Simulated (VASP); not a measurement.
# GdO (Pm-3m) in VASP: further runs

Aim: see how the results for GdO move with the level of theory and the settings. Levels: PBEsol+U, PBE+U. Tasks: single point.

All numbers are computed with VASP 6.6.1; they aren't measurements. Logs are shortened: lines on timing, memory, paths and dates and some standing lists are left out, and cuts for length are marked.

## Step 1: The structure

The structure is cubic, space group Pm-3m (No. 221). Conventional cell: a = 2.802 Å, b = 2.802 Å, c = 2.802 Å, α = 90.00°, β = 90.00°, γ = 90.00°. Around Gd (site symmetry m-3m) lie 8 O at 2.43 Å. Around O (site symmetry m-3m) lie 8 Gd at 2.43 Å.

The cell comes from a database or a generator and needn't be the stable form of this composition.

## Step 2: Single point, PBEsol+U, collinear spin, ferromagnetic start

The input, INCAR:

```
SYSTEM = GdO
PREC     = Accurate       ! precision mode
ENCUT    = 520            ! plane-wave cutoff, eV
EDIFF    = 1E-6           ! SCF threshold, eV
ISMEAR   = 0              ! smearing method
SIGMA    = 0.05           ! smearing width, eV
LREAL    = .False.        ! projectors in reciprocal space
LASPH    = .True.         ! aspherical terms in the spheres
NELM     = 150            ! most SCF steps
ALGO     = Normal         ! electronic algorithm
ISIF     = 2              ! what is computed and relaxed
LWAVE    = .False.        ! write WAVECAR
LCHARG   = .False.        ! write CHGCAR
ISPIN    = 2              ! spin polarisation
MAGMOM   = 7 0            ! initial moments
LORBIT   = 11             ! projections on sites
NUPDOWN  = 1              ! fixed moment
LMAXMIX  = 6              ! l up to which the mixer works
LDAU     = .True.         ! DFT+U
LDAUTYPE = 2            
LDAUL    = 3 -1           ! shell
LDAUU    = 5 0            ! U, eV
LDAUJ    = 0 0          
LDAUPRINT= 1            
GGA      = PS             ! functional
NBANDS   = 23             ! bands
```

The input, KPOINTS:

```
regular mesh
0
Gamma
  7 7 7
  0 0 0
```

The input, POSCAR:

```
GdO
1.0
    2.8018137600      0.0000000000      0.0000000000
    0.0000000000      2.8018137600      0.0000000000
    0.0000000000      0.0000000000      2.8018137600
Gd O
1 1
Direct
    0.0000000000      0.0000000000      0.0000000000
    0.5000000000      0.5000000000      0.5000000000
```

Potentials or basis: VASP PAW PBE potentials, release 64 (Gd, O).

Run with:

```console
$ cat potpaw_PBE.64/Gd/POTCAR potpaw_PBE.64/O/POTCAR > POTCAR
$ mpirun -np 1 vasp_std > vasp.out
```

OUTCAR:

```text
SYSTEM = GdO
   PREC = Accurate
   ENCUT = 520
   EDIFF = 1E-6
   ISMEAR = 0
   LREAL = .False.
   LASPH = .True.
   NELM = 150
   ISIF = 2
   ISPIN = 2
   LORBIT = 11
   NUPDOWN = 1
   GGA = PS

 ion  position               nearest neighbor table
   1  0.000  0.000  0.000-   2 2.43   2 2.43   2 2.43   2 2.43   2 2.43   2 2.43   2 2.43   2 2.43

   2  0.500  0.500  0.500-   1 2.43   1 2.43   1 2.43   1 2.43   1 2.43   1 2.43   1 2.43   1 2.43

  LATTYP: Found a simple cubic cell.
 ALAT       =     2.8018137600

  Lattice vectors:

 A1 = (   2.8018137600,   0.0000000000,   0.0000000000)
 A2 = (   0.0000000000,   2.8018137600,   0.0000000000)
 A3 = (   0.0000000000,   0.0000000000,   2.8018137600)

Analysis of symmetry for initial positions (statically):
=====================================================================
 Subroutine PRICEL returns:
 Original cell was already a primitive cell.

 Routine SETGRP: Setting up the symmetry group for a
 simple cubic supercell.

 Subroutine GETGRP returns: Found 48 space group operations
 (whereof 48 operations were pure point group operations)
 out of a pool of 48 trial point group operations.

The static configuration has the point symmetry O_h .

Analysis of symmetry for dynamics (positions and initial velocities):
=====================================================================
 Subroutine PRICEL returns:
 Original cell was already a primitive cell.

 Routine SETGRP: Setting up the symmetry group for a
 simple cubic supercell.

 Subroutine GETGRP returns: Found 48 space group operations
 (whereof 48 operations were pure point group operations)
 out of a pool of 48 trial point group operations.

The dynamic configuration has the point symmetry O_h .

Analysis of structural, dynamic, and magnetic symmetry:
=====================================================================
 Subroutine PRICEL returns:
 Original cell was already a primitive cell.

 Routine SETGRP: Setting up the symmetry group for a
 simple cubic supercell.

 Subroutine GETGRP returns: Found 48 space group operations
 (whereof 48 operations were pure point group operations)
 out of a pool of 48 trial point group operations.

The overall configuration has the point symmetry O_h .

 Subroutine INISYM returns: Found 48 space group operations
 (whereof 48 operations are pure point group operations),
 and found     1 'primitive' translations

----------------------------------------------------------------------------------------

                                     Primitive cell

  volume of cell :      21.9947

  direct lattice vectors                    reciprocal lattice vectors
     2.801813760  0.000000000  0.000000000     0.356911660  0.000000000  0.000000000
     0.000000000  2.801813760  0.000000000     0.000000000  0.356911660  0.000000000
     0.000000000  0.000000000  2.801813760     0.000000000  0.000000000  0.356911660

  length of vectors
     2.801813760  2.801813760  2.801813760     0.356911660  0.356911660  0.356911660

  position of ions in fractional coordinates (direct lattice)
     0.000000000  0.000000000  0.000000000
     0.500000000  0.500000000  0.500000000

  ion indices of the primitive-cell ions
   primitive index   ion index
                 1           1
                 2           2

----------------------------------------------------------------------------------------

 KPOINTS: regular mesh

[... 95 lines left out ...]
   LEPSILON=     F    determine dielectric tensor
   LRPA    =     F    only Hartree local field effects (RPA)
 spin polarized calculation
 Gauss-broadening in eV      SIGMA  =   0.05
  energy-cutoff  :      520.00
  volume of cell :       21.99
 maximum number of plane-waves:       619
 NGX is ok and might be reduce to    24
   NGX = 11   NGY = 11   NGZ = 11

 number of electron      24.0000000 magnetization       7.0000000

 number of electron      23.9999999 magnetization      -1.0076952

 Free energy of the ion-electron system (eV)
  ---------------------------------------------------
  ext. energy  EPLUGINS =         0.00000000
  ---------------------------------------------------
  free energy    TOTEN  =        -4.36308139 eV

  energy without entropy =       -4.34245647  energy(sigma->0) =       -4.35276893

atom =   1  type =  1  l = 3

 onsite density matrix

spin component  1

  0.5636  0.0000 -0.3254  0.0000 -0.0000  0.0000 -0.0000
  0.0000  0.0225  0.0000 -0.0000  0.0000 -0.0000 -0.0000
 -0.3254  0.0000  0.7316  0.0000 -0.0000  0.0000 -0.0000
  0.0000 -0.0000  0.0000  0.3115 -0.0000 -0.0000 -0.0000
 -0.0000  0.0000 -0.0000 -0.0000  0.7316 -0.0000  0.3254
  0.0000 -0.0000  0.0000 -0.0000 -0.0000  0.9837 -0.0000
 -0.0000 -0.0000 -0.0000 -0.0000  0.3254 -0.0000  0.5636

spin component  2

  0.6109  0.0000  0.4690 -0.0000 -0.0000  0.0000 -0.0000
  0.0000  0.5171  0.0000 -0.0000  0.0000 -0.0000 -0.0000
  0.4690  0.0000  0.3688  0.0000  0.0000  0.0000  0.0000
 -0.0000 -0.0000  0.0000  0.9742 -0.0000  0.0000  0.0000
 -0.0000  0.0000  0.0000 -0.0000  0.3688 -0.0000 -0.4690
  0.0000 -0.0000  0.0000  0.0000 -0.0000  0.0055 -0.0000
 -0.0000 -0.0000  0.0000  0.0000 -0.4690 -0.0000  0.6109

 occupancies and eigenvectors

  o =  0.0055  v =  0.0000  0.0000  0.0000  0.0000  0.0000  0.0000  0.0000 -0.0008 -0.0000  0.0011  0.0000  0.3333 -0.9068  0.2582      0.0000  0.0000  0.0000  0.0000  0.0000  0.0000  0.0000  0.0000  0.0000  0.0000  0.0000  0.0000  0.0000  0.0000
  o =  0.0055  v =  0.0000  0.0000  0.0000  0.0000  0.0000  0.0000  0.0000  0.6123  0.0000 -0.7905  0.0000  0.0080  0.0032  0.0062      0.0000  0.0000  0.0000  0.0000  0.0000  0.0000  0.0000  0.0000  0.0000  0.0000  0.0000  0.0000  0.0000  0.0000
  o =  0.0055  v =  0.0000  0.0000  0.0000  0.0000  0.0000  0.0000  0.0000 -0.0064  0.0000  0.0083 -0.0000  0.7168  0.4216  0.5553      0.0000  0.0000  0.0000  0.0000  0.0000  0.0000  0.0000  0.0000  0.0000  0.0000  0.0000  0.0000  0.0000  0.0000
  o =  0.0225  v =  0.0000  1.0000  0.0000  0.0000  0.0000 -0.0000 -0.0000  0.0000  0.0000  0.0000  0.0000  0.0000  0.0000  0.0000      0.0000  0.0000  0.0000  0.0000  0.0000  0.0000  0.0000  0.0000  0.0000  0.0000  0.0000  0.0000  0.0000  0.0000
  o =  0.3115  v = -0.0008 -0.0000 -0.0006  0.9973  0.0448 -0.0000 -0.0578  0.0000  0.0000  0.0000  0.0000  0.0000  0.0000  0.0000      0.0000  0.0000  0.0000  0.0000  0.0000  0.0000  0.0000  0.0000  0.0000  0.0000  0.0000  0.0000  0.0000  0.0000
  o =  0.3115  v =  0.0118 -0.0000  0.0091 -0.0731  0.6107 -0.0000 -0.7884  0.0000  0.0000  0.0000  0.0000  0.0000  0.0000  0.0000      0.0000  0.0000  0.0000  0.0000  0.0000  0.0000  0.0000  0.0000  0.0000  0.0000  0.0000  0.0000  0.0000  0.0000
  o =  0.3115  v =  0.7905 -0.0000  0.6123  0.0021 -0.0090 -0.0000  0.0117  0.0000  0.0000  0.0000  0.0000  0.0000  0.0000  0.0000      0.0000  0.0000  0.0000  0.0000  0.0000  0.0000  0.0000  0.0000  0.0000  0.0000  0.0000  0.0000  0.0000  0.0000
  o =  0.5171  v =  0.0000  0.0000  0.0000  0.0000  0.0000  0.0000  0.0000 -0.0000  1.0000  0.0000 -0.0000  0.0000 -0.0000 -0.0000      0.0000  0.0000  0.0000  0.0000  0.0000  0.0000  0.0000  0.0000  0.0000  0.0000  0.0000  0.0000  0.0000  0.0000
  o =  0.9742  v =  0.0000  0.0000  0.0000  0.0000  0.0000  0.0000  0.0000  0.0000 -0.0000 -0.0000 -0.9922 -0.0765 -0.0000  0.0988      0.0000  0.0000  0.0000  0.0000  0.0000  0.0000  0.0000  0.0000  0.0000  0.0000  0.0000  0.0000  0.0000  0.0000
  o =  0.9742  v =  0.0000  0.0000  0.0000  0.0000  0.0000  0.0000  0.0000  0.7906  0.0000  0.6124 -0.0000  0.0000  0.0000 -0.0000      0.0000  0.0000  0.0000  0.0000  0.0000  0.0000  0.0000  0.0000  0.0000  0.0000  0.0000  0.0000  0.0000  0.0000
  o =  0.9742  v =  0.0000  0.0000  0.0000  0.0000  0.0000  0.0000  0.0000  0.0000 -0.0000  0.0000  0.1249 -0.6076  0.0000  0.7844      0.0000  0.0000  0.0000  0.0000  0.0000  0.0000  0.0000  0.0000  0.0000  0.0000  0.0000  0.0000  0.0000  0.0000
  o =  0.9837  v =  0.0027  0.0000 -0.0035 -0.0000  0.7896  0.0500  0.6116  0.0000  0.0000  0.0000  0.0000  0.0000  0.0000  0.0000      0.0000  0.0000  0.0000  0.0000  0.0000  0.0000  0.0000  0.0000  0.0000  0.0000  0.0000  0.0000  0.0000  0.0000
  o =  0.9837  v = -0.6124 -0.0000  0.7906  0.0000  0.0037 -0.0048  0.0028  0.0000  0.0000  0.0000  0.0000  0.0000  0.0000  0.0000      0.0000  0.0000  0.0000  0.0000  0.0000  0.0000  0.0000  0.0000  0.0000  0.0000  0.0000  0.0000  0.0000  0.0000
  o =  0.9837  v =  0.0031 -0.0000 -0.0040 -0.0000  0.0395 -0.9987  0.0306  0.0000  0.0000  0.0000  0.0000  0.0000  0.0000  0.0000      0.0000  0.0000  0.0000  0.0000  0.0000  0.0000  0.0000  0.0000  0.0000  0.0000  0.0000  0.0000  0.0000  0.0000

 number of electron      23.9999998 magnetization       0.9999876

 Free energy of the ion-electron system (eV)
  ---------------------------------------------------
  ext. energy  EPLUGINS =         0.00000000
  ---------------------------------------------------
  free energy    TOTEN  =       -12.79311565 eV

  energy without entropy =      -12.78460107  energy(sigma->0) =      -12.78885836

 E-fermi :   6.6640     XC(G=0): -13.8465

 val. band max:        8.4309031037   @ k =   0.4286   0.4286   0.0000
 cond. band min:       6.6899659807   @ k =   0.2857   0.2857   0.1429
 fundamental gap:     -1.7409371230
 Fermi energy:         8.4378830661

 spin component 1

 k-point     1 :       0.0000    0.0000    0.0000
  band No.  band energies     occupation
      1     -35.7405      1.00000
      2     -12.7594      1.00000
      3     -12.1959      1.00000
      4     -12.1959      1.00000
      5     -12.1959      1.00000
      6       3.6739      1.00000
[... 509 lines left out ...]
     22      25.4049      0.00000
     23      25.4049      0.00000
 Fermi energy:         6.6639543804

 spin component 2

 k-point     1 :       0.0000    0.0000    0.0000
  band No.  band energies     occupation
      1     -35.3474      1.00000
      2     -12.7008      1.00000
      3     -11.8263      1.00000
      4     -11.8263      1.00000
      5     -11.8263      1.00000
      6       3.2608      1.00000
[... 509 lines left out ...]
     22      25.8166      0.00000
     23      25.8166      0.00000

------------------------ aborting loop because EDIFF is reached ----------------------------------------

  FORCE on cell =-STRESS in cart. coord.  units (eV):
  Direction    XX          YY          ZZ          XY          YZ          ZX
  --------------------------------------------------------------------------------------
  -------------------------------------------------------------------------------------
  Total        5.1612101      5.1612101      5.1612101      0.0000000      0.0000000     -0.0000000
  in kB      375.9623271    375.9623271    375.9623271      0.0000000      0.0000000     -0.0000000
  external PRESSURE =     375.9623271 kB  Pullay stress =       0.0000000 kB

 VOLUME and BASIS-vectors are now :
 -----------------------------------------------------------------------------
  energy-cutoff  :      520.00
  volume of cell :       21.99
      direct lattice vectors                 reciprocal lattice vectors
     2.801813760  0.000000000  0.000000000     0.356911660  0.000000000  0.000000000
     0.000000000  2.801813760  0.000000000     0.000000000  0.356911660  0.000000000
     0.000000000  0.000000000  2.801813760     0.000000000  0.000000000  0.356911660

 POSITION                                       TOTAL-FORCE (eV/Angst)
 -----------------------------------------------------------------------------------
      0.00000      0.00000      0.00000         0.000000      0.000000      0.000000
      1.40091      1.40091      1.40091         0.000000      0.000000      0.000000
 -----------------------------------------------------------------------------------
    total drift:                                0.000000      0.000000     -0.000000

  FREE ENERGIE OF THE ION-ELECTRON SYSTEM (eV)
  ---------------------------------------------------
  free  energy   TOTEN  =       -12.7931156464 eV

  energy  without entropy=      -12.7846010651  energy(sigma->0) =      -12.78885836

 total charge

# of ion       s       p       d       f       tot
--------------------------------------------------
    1        2.017   5.585   0.727   7.352  15.680
    2        1.554   3.489   0.000   0.000   5.043
--------------------------------------------------
tot          3.571   9.074   0.727   7.352  20.724

 magnetization (x)

# of ion       s       p       d       f       tot
--------------------------------------------------
    1        0.005   0.005   0.303   0.450   0.764
    2       -0.000   0.007   0.000   0.000   0.006
--------------------------------------------------
tot          0.004   0.012   0.303   0.450   0.770
```

Run time: 35 s. Hardware: 1 thread of Intel Xeon Platinum 8488C (Sapphire Rapids), shared host; peak memory 0.16 GiB.

Results:

```yaml
Free_energy: -12.7931 eV
Pressure: 37.6 GPa
Net_moment: 1.00 μB per cell
Site_moments: Gd +0.76; O +0.01 μB
Valence_electrons_inside_the_program's_atomic_spheres: Gd 15.68; O 5.04
```

Eigenvalues of the final occupation matrices:
| site | spin | trace | eigenvalues |
| --- | --- | --- | --- |
| site 1 f | 1 | 3.91 | 0.02 0.31 0.31 0.31 0.98 0.98 0.98 |
| site 1 f | 2 | 3.46 | 0.01 0.01 0.01 0.52 0.97 0.97 0.97 |

Caveat: the moment is held away from its start; a pressure of tens of GPa on the cell as given is suspect, and the run, the potentials or the cell itself is likely at fault; the PAW data sets were made with another functional, which shifts forces and pressure a little; spin-orbit coupling is left out, which moves the levels of the heavy elements; the total moment is fixed, so each spin has its own Fermi level; a cell with one magnetic atom can't hold antiferromagnetic order, which such compounds often take. The state reached can hang on the start; a lower one may exist.

## Step 3: Single point, PBE+U, collinear spin, zero start

The input, INCAR:

```
SYSTEM = GdO
PREC = Accurate
ENCUT = 520
EDIFF = 1E-6
ISMEAR = 0
SIGMA = 0.05
LREAL = .FALSE.
LASPH = .TRUE.
NELM = 120
ALGO = Normal
ISIF = 2
LWAVE = .FALSE.
LCHARG = .FALSE.
ISPIN = 2
MAGMOM = 0 0
LORBIT = 11
LMAXMIX = 6
LDAU = .TRUE.
LDAUTYPE = 2
LDAUL = 3 -1
LDAUU = 3 0
LDAUJ = 0 0
LDAUPRINT = 1
GGA = PE
```

The input, KPOINTS:

```
regular mesh
0
G
  7 7 7
  0 0 0
```

POSCAR is that of step 2.

Potentials or basis: VASP PAW PBE potentials, release 64 (Gd, O).

Run with:

```console
$ cat potpaw_PBE.64/Gd/POTCAR potpaw_PBE.64/O/POTCAR > POTCAR
$ mpirun -np 1 vasp_std > vasp.out
```

Run time: 54 s. Hardware: 1 thread of Intel Xeon Platinum 8488C (Sapphire Rapids), shared host; peak memory 0.16 GiB.

Results (log left out):

* Free energy: -19.9367 eV
* Pressure: 51.3 GPa
* Net moment: 7.07 μB per cell
* Site moments: Gd +6.84; O -0.02 μB
* Valence electrons inside the program's atomic spheres: Gd 15.64; O 5.07

Levels at points of the mesh, in eV from the Fermi level:
Spin up:
| k point | band 13 | band 14 | band 15 | band 16 |
| --- | --- | --- | --- | --- |
| (0.00, 0.00, 0.00) | -4.44 | -4.44 | -4.44 | -3.66 |
Spin down:
| k point | band 6 | band 7 | band 8 | band 9 | band 10 | band 11 | band 12 | band 13 |
| --- | --- | --- | --- | --- | --- | --- | --- | --- |
| (0.00, 0.00, 0.00) | -4.91 | -4.91 | -4.91 | -2.80 | -2.80 | 1.26 | 1.26 | 1.26 |

Eigenvalues of the final occupation matrices:
```
    site  spin  trace                         eigenvalues
site 1 f     1   6.93  0.99 0.99 0.99 0.99 0.99 0.99 1.00
site 1 f     2   0.11  0.01 0.01 0.01 0.02 0.02 0.02 0.02
```

Caveat: a pressure of tens of GPa on the cell as given is suspect, and the run, the potentials or the cell itself is likely at fault; the bands computed are all filled at some k points, so no gap is given; spin-orbit coupling is left out, which moves the levels of the heavy elements; a cell with one magnetic atom can't hold antiferromagnetic order, which such compounds often take.

## Step 4: Single point, PBE+U, non-collinear spin, random start

The input, INCAR:

```
PREC     = Accurate       # precision mode
ENCUT    = 520            # plane-wave cutoff, eV
EDIFF    = 1E-7           # SCF threshold, eV
ISMEAR   = 0              # smearing method
SIGMA    = 0.05           # smearing width, eV
LREAL    = False          # projectors in reciprocal space
LASPH    = True           # aspherical terms in the spheres
NELM     = 120            # most SCF steps
ALGO     = Normal         # electronic algorithm
ISIF     = 2              # what is computed and relaxed
LWAVE    = False          # write WAVECAR
LCHARG   = True           # write CHGCAR
LNONCOLLINEAR= True           # non-collinear magnetism
MAGMOM   = 1.573 2.783 -1.188 0 0 0 # initial moments
LORBIT   = 11             # projections on sites
LMAXMIX  = 6              # l up to which the mixer works
LDAU     = True           # DFT+U
LDAUTYPE = 2            
LDAUL    = 3 -1           # shell
LDAUU    = 3 0            # U, eV
LDAUJ    = 0 0          
LDAUPRINT= 1            
GGA      = PE             # functional
LVHAR    = True
```

The input, KPOINTS:

```
regular mesh
0
Gamma
  7 7 7
```

POSCAR is that of step 3.

Run with:

```console
$ cat potpaw_PBE.64/Gd/POTCAR potpaw_PBE.64/O/POTCAR > POTCAR
$ mpirun -np 1 vasp_ncl > vasp.out
```

It took 13 min on 1 thread of Intel Xeon Platinum 8488C (Sapphire Rapids), shared host; peak memory 0.38 GiB.

It converged, with:

* Free energy: -20.0487 eV
* Pressure: 50.6 GPa
* Band gap on the k mesh: none (metal or under the smearing width)
* Net moment: 7.22 μB per cell
* Valence electrons inside the program's atomic spheres: Gd 15.63; O 5.07

Levels at points of the mesh, in eV from the Fermi level:
```csv
k point,band 21,band 22,band 23,band 24,band 25,band 26,band 27,band 28
"(0.00, 0.00, 0.00)",-4.15,-4.15,-4.15,-3.47,-3.47,-2.41,-2.41,1.53
```

Moments on the atoms (μB; x, y, z):
```
Gd   3.21  5.66 -2.42
O   -0.01 -0.01  0.00
```

Caveat: a pressure of tens of GPa on the cell as given is suspect, and the run, the potentials or the cell itself is likely at fault; spin-orbit coupling is left out, which moves the levels of the heavy elements; a cell with one magnetic atom can't hold antiferromagnetic order, which such compounds often take.

## Step 5: Overview

```csv
level,spin,U,fixed moment (μB),pressure (GPa),moment (μB)
PBEsol+U,"collinear, ferromagnetic start",Gd f U = 5 eV,1,37.6,1.00
PBE+U,"collinear, zero start",Gd f U = 3 eV,-,51.3,7.07
PBE+U,"non-collinear, random start",Gd f U = 3 eV,-,50.6,7.22
```

Alike in all rows: task single point; potentials or basis VASP PAW PBE potentials, release 64 (Gd, O); cell as given; k mesh 7 × 7 × 7; cutoff (eV) 520; smearing gaussian 0.05 eV.

The pressure there spans 37.6 GPa (PBEsol+U) to 51.3 GPa (PBE+U); a positive pressure means that this level wants a larger cell, a negative one a smaller.

Caveats: a pressure of tens of GPa on the cell as given is suspect, and the run, the potentials or the cell itself is likely at fault; spin-orbit coupling is left out, which moves the levels of the heavy elements; a cell with one magnetic atom can't hold antiferromagnetic order, which such compounds often take; the moment is held away from its start (some runs); the PAW data sets were made with another functional, which shifts forces and pressure a little (some runs); the total moment is fixed, so each spin has its own Fermi level (some runs); the bands computed are all filled at some k points, so no gap is given (some runs).

Absolute energies hang on the potentials; compare differences alone.
